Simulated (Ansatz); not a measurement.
The system is BaTiO3.

```
Ba Ti O
1.0
    -3.99980    0.00000    0.00000
     0.00000    0.00000   -4.01800
     0.00000   -7.99960    0.00000
Ba Ti O
2 2 6
Direct
  0.00144 0.02304 0.50759
  0.99856 0.97696 0.99241
  0.48033 0.56319 0.23580
  0.51967 0.47281 0.76420
  0.49380 0.96597 0.25815
  0.50620 0.00203 0.74185
  0.50761 0.49933 0.50744
  0.49239 0.47067 0.99256
  0.01522 0.48841 0.27113
  0.98478 0.48159 0.72887
```

Base run:

| Property | Result |
| --- | --- |
| Program | Ansatz 0.2.0 |
| Functional | PBE |
| Potentials or basis | Ansatz PAW |
| Cutoff | 250 eV |
| Density cutoff | 1000 eV |
| k mesh | 7 × 7 × 4 |
| Occupations | fermi-dirac, width 0.05 eV |
| Spin | no spin polarisation |

Its results: band gap on the k mesh 1.38 eV, indirect (least direct gap 1.54 eV); pressure 8.1 GPa; largest force 7.033 eV/Å.

Problem. The run is repeated on the same cell with these changes: cutoff from 250 eV to 420 eV (not typed: the program's choice for these potentials); k mesh from 7 × 7 × 4 to 12 × 12 × 6. What comes out?

Solution. Band gap on the k mesh 1.33 eV, indirect (least direct gap 1.55 eV); pressure 10.0 GPa; largest force 6.724 eV/Å.

Caveats: spin-orbit coupling is left out, which moves the levels of the heavy elements; forces of over 1 eV/Å show positions far from the minimum, so gaps and moduli don't describe the material at rest; odd divisions of the mesh miss points on the zone boundary, where band edges often lie, so the gap on the mesh can be too wide (some runs); the pressure holds a Pulay correction of +73.9 GPa for the finite cutoff (some runs); the cutoff lies under the one recommended for these potentials (some runs).

A k mesh can miss the band edges.
